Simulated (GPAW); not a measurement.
# Te (P3_121) in GPAW: convergence with basis set

Aim: find how far basis set must go before the results for Te settle, at PBE. This setting moves, with any that are tied to it; all else stays.

All numbers are computed with GPAW 26.7.0; they aren't measurements. Logs are shortened: lines on timing, memory, paths and dates and some standing lists are left out, and cuts for length are marked. The log counts tension as positive stress, the text compression.

## 1. The structure

Symmetry: P3_121, No. 152, trigonal system. The conventional cell has a = 4.454 Å, b = 4.454 Å, c = 5.924 Å, α = 90.00°, β = 90.00°, γ = 120.00°. Te (site symmetry 2) is surrounded by 2 Te at 2.86 Å.

## 2. With basis set lcao:sz(dzp)

run.py reads:

```python
from ase import Atoms
from ase.dft.bandgap import bandgap
from ase.io import write
from gpaw import GPAW

atoms = Atoms(['Te', 'Te', 'Te'],
              cell=[[4.454, 0.0, 0.0],
                    [-2.227, 3.8572771485, 0.0],
                    [0.0, 0.0, 5.924]],
              scaled_positions=[[0.731, 0.731, 0.0],
                                [0.0, 0.269, 0.6666666667],
                                [0.269, 0.0, 0.3333333333]],
              pbc=True)

calc = GPAW(mode='lcao',
            h=0.16,
            basis='sz(dzp)',
            xc='PBE',
            kpts={'size': (5, 5, 4), 'gamma': True},
            occupations={'name': 'fermi-dirac', 'width': 0.05},
            convergence={'density': 1e-05, 'energy': 1e-05},
            maxiter=100,
            txt='gpaw.txt')
atoms.calc = calc
energy = atoms.get_potential_energy()
forces = atoms.get_forces()
calc.write('gs.gpw')
write('result.traj', atoms)
print(f'Energy: {energy:.6f} eV')
print('Forces (eV/A):')
print(forces.round(4))
print('Fermi level:', round(calc.get_fermi_level(), 4), 'eV')
print(f'Gap: {bandgap(calc)[0]:.4f} eV, direct: {bandgap(calc, direct=True)[0]:.4f} eV')
```

Potentials or basis: GPAW PAW data sets (gpaw-data 1.2.1), lcao:sz(dzp).

Launch:

```bash
$ OMP_NUM_THREADS=1 python run.py
```

Wall time 11 s (1 thread of Arm Neoverse V2, shared host); peak memory 0.21 GiB.

Results:

```
Free energy            : -7.5568 eV
Largest force          : 1.202 eV/Å
Band gap on the k mesh : 0.64 eV, indirect (least direct gap 0.74 eV)
```

## 3. With basis set lcao:szp(dzp)

run.py: that of step 2 with these lines changed.

```diff
@@ -16,3 +16,3 @@
             h=0.16,
-            basis='sz(dzp)',
+            basis='szp(dzp)',
             xc='PBE',
```

Potentials or basis: GPAW PAW data sets (gpaw-data 1.2.1), lcao:szp(dzp).

Launch:

```bash
$ OMP_NUM_THREADS=1 python run.py
```

Run time: 36 s. Hardware: 1 thread of Arm Neoverse V2, shared host; peak memory 0.23 GiB.

Results:

- Free energy: -8.1987 eV
- Largest force: 0.807 eV/Å
- Band gap on the k mesh: 0.63 eV, indirect (least direct gap 0.79 eV)

## 4. With basis set lcao:dz(dzp)

run.py: that of step 3 with these lines changed.

```diff
@@ -16,3 +16,3 @@
             h=0.16,
-            basis='szp(dzp)',
+            basis='dz(dzp)',
             xc='PBE',
```

Potentials or basis: GPAW PAW data sets (gpaw-data 1.2.1), lcao:dz(dzp).

Launch:

```bash
$ OMP_NUM_THREADS=1 python run.py
```

It took 15 s on 1 thread of Arm Neoverse V2, shared host; peak memory 0.21 GiB.

Results:

- Free energy: -8.0042 eV
- Largest force: 0.941 eV/Å
- Band gap on the k mesh: 0.53 eV, indirect (least direct gap 0.68 eV)

## 5. With basis set lcao:dzp

run.py: that of step 4 with these lines changed.

```diff
@@ -16,3 +16,3 @@
             h=0.16,
-            basis='dz(dzp)',
+            basis='dzp',
             xc='PBE',
```

Potentials or basis: GPAW PAW data sets (gpaw-data 1.2.1), lcao:dzp.

Launch:

```bash
$ OMP_NUM_THREADS=1 python run.py
```

Run time: 47 s. Hardware: 1 thread of Arm Neoverse V2, shared host; peak memory 0.23 GiB.

It converged, with:

* Free energy: -8.5550 eV
* Largest force: 0.493 eV/Å
* Band gap on the k mesh: 0.55 eV, indirect (least direct gap 0.74 eV)

## 6. With basis set fd

run.py: that of step 5 with these lines changed.

```diff
@@ -14,5 +14,4 @@
 
-calc = GPAW(mode='lcao',
+calc = GPAW(mode='fd',
             h=0.16,
-            basis='dzp',
             xc='PBE',
@@ -20,2 +19,3 @@
             occupations={'name': 'fermi-dirac', 'width': 0.05},
+            nbands=19,
             convergence={'density': 1e-05, 'energy': 1e-05},
```

Potentials or basis: GPAW PAW data sets (gpaw-data 1.2.1), fd.

Launch:

```bash
$ OMP_NUM_THREADS=1 python run.py
```

It took 79 s on 1 thread of Arm Neoverse V2, shared host; peak memory 0.49 GiB.

The run converged. Its results:

```
Free energy            : -9.5894 eV
Largest force          : 0.099 eV/Å
Band gap on the k mesh : 0.54 eV, indirect (least direct gap 0.75 eV)
```

## 7. With basis set pw

run.py: that of step 6 with these lines changed.

```diff
@@ -3,3 +3,4 @@
 from ase.io import write
-from gpaw import GPAW
+from ase.units import GPa
+from gpaw import GPAW, PW
 
@@ -14,4 +15,3 @@
 
-calc = GPAW(mode='fd',
-            h=0.16,
+calc = GPAW(mode=PW(600),
             xc='PBE',
@@ -26,2 +26,3 @@
 forces = atoms.get_forces()
+stress = atoms.get_stress()
 calc.write('gs.gpw')
@@ -31,2 +32,3 @@
 print(forces.round(4))
+print('Stress (GPa):', (stress / GPa).round(3))
 print('Fermi level:', round(calc.get_fermi_level(), 4), 'eV')
```

Potentials or basis: GPAW PAW data sets (gpaw-data 1.2.1), pw.

Launch:

```bash
$ OMP_NUM_THREADS=1 python run.py
```

gpaw.txt:

```text
__  _  _
 | _ |_)|_||  |
 |__||  | ||/\| - 26.7.0

Input parameters:
  mode=PW(ecut=600.0),
  convergence={'density': 1e-05, 'energy': 1e-05},
  kpts=MonkhorstPack(size=(5, 5, 4), gamma=True),
  maxiter=100,
  nbands=19,
  occupations=Occupations(name='fermi-dirac', width=0.05),
  xc=XC(name='PBE')

Diagonalizing LCAO Hamiltonian
Converting LCAO to pw mode

        Te

           Te
              Te

Atoms  # Å, Bohr magnetons
|   | symbol |         x |        y |        z |    initial magnetic moments |
|---|--------|-----------|----------|----------|-----------------------------|
| 0 |     Te |  1.627937 | 2.819670 | 0.000000 | ( 0.0000,  0.0000,  0.0000) |
| 1 |     Te | -0.599063 | 1.037608 | 3.949333 | ( 0.0000,  0.0000,  0.0000) |
| 2 |     Te |  1.198126 | 0.000000 | 1.974667 | ( 0.0000,  0.0000,  0.0000) |

Unit cell  # Å
| periodic |         x |        y |        z |  lengths |     angles |
|----------|-----------|----------|----------|----------|------------|
|      yes |  4.454000 | 0.000000 | 0.000000 | 4.454000 |  90.000000 |
|      yes | -2.227000 | 3.857277 | 0.000000 | 4.454000 |  90.000000 |
|      yes |  0.000000 | 0.000000 | 5.924000 | 5.924000 | 120.000000 |

Number of symmetries: 2
Symmetry operations  # r_c * U_cc + t_c -> r_c
|   | kind |            matrix            |
|---|------|------------------------------|
| 0 |  E   |  1, 0, 0,  0, 1, 0,  0, 0, 1 |
| 1 |  C2  |  0, 1, 0,  1, 0, 0,  0, 0,-1 |

BZ-sampling:
  Number of BZ points: 100
  Number of IBZ points: 33

  Monkhorst-Pack size: [5, 5, 4]
  Monkhorst-Pack shift: [0.0, 0.0, 0.125]

K-points  # in reciprocal-cell coordinates
|     |                                coordinates |     weight |
|-----|--------------------------------------------|------------|
|   0 | (  0.00000000,   0.00000000,   0.00000000) | 0.01000000 |
|   1 | (  0.00000000,   0.00000000,   0.25000000) | 0.02000000 |
|   2 | (  0.00000000,   0.00000000,   0.50000000) | 0.01000000 |
|   3 | (  0.20000000,  -0.20000000,  -0.25000000) | 0.02000000 |
|   4 | (  0.20000000,  -0.20000000,   0.00000000) | 0.02000000 |
|   5 | (  0.20000000,  -0.20000000,   0.25000000) | 0.02000000 |
|   6 | (  0.20000000,  -0.20000000,   0.50000000) | 0.02000000 |
|   7 | (  0.20000000,   0.00000000,  -0.25000000) | 0.04000000 |
|   8 | (  0.20000000,   0.00000000,   0.00000000) | 0.04000000 |
|   9 | (  0.20000000,   0.00000000,   0.25000000) | 0.04000000 |
| ... |                                            |            |
|  32 | (  0.40000000,   0.40000000,   0.50000000) | 0.02000000 |

Plane wave coefficients: 3410
Cutoff: 600.0 eV

Spin-components: 1 (collinear spins)
Bands:           19
Projectors:      15
Spin-degeneracy: 2
Datatype:        complex128

Parallelization:
  kpt:    1
  domain: 1
  band:   1

Density:
  Valence electrons: 18.0
  Components: 1
  Grid points: [27 27 35]
  Charge: 0.0  # |e|

Potential:
  Grid points: [27 27 35]

species:
  Te:
    name:    Tellurium
    Z:       52.0
    valence: 6
    core:    46
    charge:  0.0  # [|e|]
    compensation charges:
      type: gauss
      rc: 0.36  # [Å]
      lmax: 2
    cutoffs:
      filter: 2.09  # [Å]
      core: 3.17  # [Å]
    projectors
    | kind |    occ | energy [eV] | rcut [Å] |
    |------|--------|-------------|----------|
    |   5s |  2.000 |     -15.089 |    1.180 |
    |   5p |  4.000 |      -5.955 |    1.196 |
    |    s |        |      12.123 |    1.180 |
    |    p |        |      21.256 |    1.196 |
    |    d |        |       0.000 |    1.238 |

    Using partial waves for Te as LCAO basis

Reference energy: -554372.050302  # eV

eigensolver:
  PPCG
  Converge bands: occupied
  niter=2

density mixing:
  MSR1-Mixer
  Pratt-step length: 0.05
  Maximum mixing coefficient: 0.75
  Old densities: 10
  SVD Regularization: 0.005
  Good broyden scale: 1.0
  Trust region scale: 1.0
  Backstep threshold: 4.0
  History deletion threshold: 6.0
  Fourier metric: weight=20.0, sigma=0.015

occupation numbers:
  Fermi-Dirac:
    width: 0.0500  # eV

poisson solver:
  ecut: 4800.0  # eV

xc functional:
  name: PBE with 2 nearest neighbor stencil

convergence criteria:
- Maximum integral of absolute [dens]ity change: 1e-05 electrons / valence electron
- Maximum [total energy] change in last 3 cyles: 1e-05 eV / valence electron
- Maximum integral of absolute [eigenst]ate change: 4e-08 eV^2 / valence electron
maximum number of iterations: 100

SCF iterations
|iter     | |      energy | eigst |  dens |
|---------|-|-------------|-------|-------|
|iter:   1| |   -9.619390 | -0.30 |       |
|iter:   2| |   -9.627407 | -2.21 | -1.23 |
|iter:   3| |   -9.608036 | -3.02 | -1.26 |
|iter:   4| |   -9.607290 | -3.89 | -1.76 |
|iter:   5| |   -9.607492 | -5.27 | -2.50 |
|iter:   6| |   -9.607536 | -6.07 | -2.97 |
|iter:   7| |   -9.607530c| -6.79 | -3.37 |
|iter:   8| |   -9.607531c| -7.39 | -3.86 |
|iter:   9| |   -9.607531c| -7.92c| -4.79 |
|iter:  10| |   -9.607531c| -8.37c| -5.20c|

Converged in 10 steps
Energy contributions relative to reference atoms: (reference = -554372.050302)

Energy contributions:
  Kinetic:          15.060085
  Coulomb:         -15.311426
  Zero:              0.378090
  External:          0.000000
  Xc:               -9.734152
  Entropy:          -0.000254
  Spinorbit:         0.000000
  ----------------------------
  Free energy:      -9.607658
  Extrapolated:     -9.607531

dipole moment: (-9.519934, -16.489010, -25.323795)  # |e|*Ang

Fermi level: 5.945
Eigenvalues  # (at kpt = [0.000, 0.000, 0.000])
| band index |      eig [eV] | occ [0-2] |
|------------|---------------|-----------|
|          0 |        -7.869 |     2.000 |
|          1 |        -4.571 |     2.000 |
|          2 |        -4.571 |     2.000 |
|          3 |         2.663 |     2.000 |
|          4 |         2.976 |     2.000 |
|          5 |         2.976 |     2.000 |
[... 9 lines left out ...]
|         15 |        12.085 |     0.000 |
|         16 |        12.085 |     0.000 |
|        ... |               |           |
|         18 |        12.352 |     0.000 |

Gap: 0.541 eV
Transition (v -> c):
  (s=0, k=32, n=8, [0.40, 0.40, 0.50]) -> (s=0, k=2, n=9, [0.00, 0.00, 0.50])
Direct/indirect transitions are different
Direct gap: 0.745 eV
Transition at: (s=0, k=32, n=8, [0.40, 0.40, 0.50])

Forces  # eV/Ang
|        x |        y |        z |
|----------|----------|----------|
| -0.04593 | -0.07956 |  0.00000 |  # Te   0
| -0.04594 |  0.07956 | -0.00002 |  # Te   1
|  0.09187 | -0.00000 |  0.00002 |  # Te   2

Stress tensor  # eV/Ang^3
|         x |         y |         z |
|-----------|-----------|-----------|
| -0.006267 |  0.000000 |  0.000000 |
|  0.000000 | -0.006267 | -0.000000 |
|  0.000000 | -0.000000 | -0.008154 |

# Writing to gs.gpw (mode='')
```

stdout:

```text
Energy: -9.607531 eV
Forces (eV/A):
[[-0.0459 -0.0796  0.    ]
 [-0.0459  0.0796 -0.    ]
 [ 0.0919 -0.      0.    ]]
Stress (GPa): [-1.004 -1.004 -1.306 -0.     0.     0.   ]
Fermi level: 5.9448 eV
Gap: 0.5405 eV, direct: 0.7454 eV
```

Run time: 31 s. Hardware: 1 thread of Arm Neoverse V2, shared host; peak memory 0.21 GiB.

What came out:

* Free energy: -9.6077 eV
* Pressure: 1.1 GPa
* Largest force: 0.092 eV/Å
* Band gap on the k mesh: 0.54 eV, indirect (least direct gap 0.75 eV)

## 8. Result

```
    basis set  energy less the tightest run, at zero smearing (meV/atom)  largest force (eV/Å)  gap on the mesh (eV)  SCF cycles  CPU time (s)  peak memory (GiB)
 lcao:sz(dzp)                                                     683.60                 1.202                 0.637           8            11               0.21
lcao:szp(dzp)                                                     469.62                 0.807                 0.632           8            36               0.23
 lcao:dz(dzp)                                                     534.50                 0.941                 0.527           8            15               0.21
     lcao:dzp                                                     350.90                 0.493                 0.549           9            47               0.23
           fd                                                       6.08                 0.099                 0.540          11            79               0.49
           pw                                                       0.00                 0.092                 0.541          10            31               0.21
```

Against the tightest run, the gap on the mesh stays within 0.01 eV from lcao:dzp on. Not settled before the last step: the energy (to 1 meV/atom), the largest force (to 0.005 eV/Å). The tightest run that finished is the yardstick and may itself not be fully converged.

Caveats: spin-orbit coupling is left out, which moves the levels of the heavy elements; an odd mesh through Γ misses points on the zone boundary, where band edges often lie.
